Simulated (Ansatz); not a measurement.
Computed with Ansatz (plane waves, PAW, 420 eV cutoff): PBE, scalar-relativistic, collinear spin, 12×12×12 k-mesh, Gaussian smearing of 0.05 eV; PAW files: Ansatz's generated set soft_2.

The calculation on MnX, where X is one element, gave:

| Item | Value |
| --- | --- |
| Space group | F-43m (No. 216) |
| Conventional cell | a = 5.660 Å, b = 5.660 Å, c = 5.660 Å, α = 90.00°, β = 90.00°, γ = 90.00° |
| Volume | 22.66 Å³/atom |
| Band gap | zero (metallic) |
| Density of states at the Fermi level | 0.90 states/(eV·atom) |
| Magnetic state | ferromagnetic |
| Site spin moments | Mn 3.52; X -0.15 μB |
| Spin moment of the cell | 3.72 μB |
| Bader charges | Mn 0.78; X -0.78 e |
| Formation energy from the elements (0 K, uncorrected) | 0.19 eV/atom (unstable against the elements) |

Sites: Mn on 4a, X on 4d.

Problem. Which element is X?
A. As
B. Ga
C. Ge
D. Se

Solution. A. X is As, so the compound is MnAs.

The start was a prototype's sites filled with these elements. The Crystallography Open Database lists the compound in space group Pnma, so this is a trial structure.

The run wasn't fully tested for a lower electronic state. Site moments are of spin, integrated over atomic spheres. The moments were started parallel, and the real magnetic order may be another.
